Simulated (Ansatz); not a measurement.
CaF2 (fluorite)

```
CaF2
1.0
    0.00000     2.71957     2.71957
    2.71957     0.00000     2.71957
    2.71957     2.71957     0.00000
Ca F
1 2
Direct
  0.00000   0.00000   0.00000
  0.25000   0.25000   0.25000
  0.75000   0.75000   0.75000
```

Method: r2SCAN (plane waves to 500 eV, PAW, scalar-relativistic; Ansatz, a first-principles code). Harmonic phonons by density-functional perturbation theory on a 8×8×8 k mesh, in cm⁻¹; i marks imaginary ones, q is in fractions of the reciprocal vectors of the cell shown, and the three acoustic modes at Γ are left out. The non-analytic (LO-TO) term is not included, so polar modes at Γ have their transverse values. CaF2 was relaxed with its symmetry unable to fall.

Question: Does any mode at Γ, L = (0.5, 0.0, 0.0), X = (0.5, 0.5, 0.0) come out imaginary?

Answer: No imaginary mode at these points (lowest 143 cm⁻¹ at X = (0.5, 0.5, 0.0)); other wave vectors were not tested.

Question: Predict the phonon wavenumbers at Γ, L = (0.5, 0.0, 0.0), X = (0.5, 0.5, 0.0).

Answer: 
```
q                                             wavenumbers (cm⁻¹)
-------------------  -------------------------------------------
Γ                                             262 (×3), 328 (×3)
L = (0.5, 0.0, 0.0)  145 (×2), 260, 282 (×2), 286 (×2), 338, 352
X = (0.5, 0.5, 0.0)  143, 185 (×2), 194 (×2), 324, 339 (×2), 396
```
